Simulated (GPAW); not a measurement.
The system is Sn.

```
CELL_PARAMETERS angstrom
0.00000 3.23334 3.23334
3.23334 0.00000 3.23334
3.23334 3.23334 0.00000
ATOMIC_POSITIONS crystal
Sn 0.25000 0.25000 0.25000
Sn 0.00000 0.00000 0.00000
```

This isn't the form of Sn at room conditions, which is tetragonal (white tin).

Base run:

```yaml
Program: GPAW 26.7.0
Functional: rSCAN
Potentials_or_basis: GPAW PAW data sets (gpaw-data 1.2.1)
Cutoff: 600 eV
Basis: pw
k_mesh: 6 × 6 × 6
Occupations: fermi-dirac, width 0.05 eV
Spin: spin-orbit coupling, no magnetisation
```

Its results: pressure 2.2 GPa.

**Question.** The run is repeated on the same cell with these changes: functional from rSCAN to TASK. What comes out?

**Answer.** Pressure 5.1 GPa.

Caveats: spin-orbit coupling was added after a scalar SCF, so levels and gaps hold it while energy, forces, pressure and moments don't; the PAW data sets were made with another functional, which shifts forces and pressure a little.

Not every run made on this cell is shown here.
